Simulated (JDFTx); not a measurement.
Crystal: Nb.

```xyz
1
Lattice="0.0000 2.1150 2.1150 2.1150 0.0000 2.1150 2.1150 2.1150 0.0000" Properties=species:S:1:pos:R:3 pbc="T T T"
Nb    0.0000    0.0000    0.0000
```

This isn't the form of Nb at room conditions, which is bcc.

| Property | Result |
| --- | --- |
| Program | JDFTx 1.7.0 (patched build) |
| Task | single point |
| Functional | PBE |
| Potentials or basis | PseudoDojo-SR-PBE-0.5-standard |
| Cutoff | 1116 eV |
| Density cutoff | 4463 eV |
| k mesh | 11 × 11 × 11 |
| Occupations | fermi-dirac, width 0.05 eV |
| Spin | no spin polarisation |

On this cell: pressure -1.7 GPa; band gap on the k mesh none (metal or under the smearing width).

The same run follows on a disturbed copy (cell strained at random at fixed volume):

```
CELL_PARAMETERS angstrom
-0.04103 2.19338 2.10885
2.04640 0.04981 2.01800
2.12625 2.18239 -0.03004
ATOMIC_POSITIONS crystal
Nb 0.03008 0.99603 0.99978
```

What changes?

The energy (extrapolated to zero smearing) moves by -19.2 meV/atom; pressure -2.0 GPa; band gap on the k mesh none (metal or under the smearing width).

Stress tensor (GPa, compression positive):
```
-2.66  0.44 -1.83
 0.44  2.64  0.99
-1.83  0.99 -6.06
```

The energy falls, though the first cell shows no forces: that form is unstable against this distortion, unless noise or another electronic state is at work.
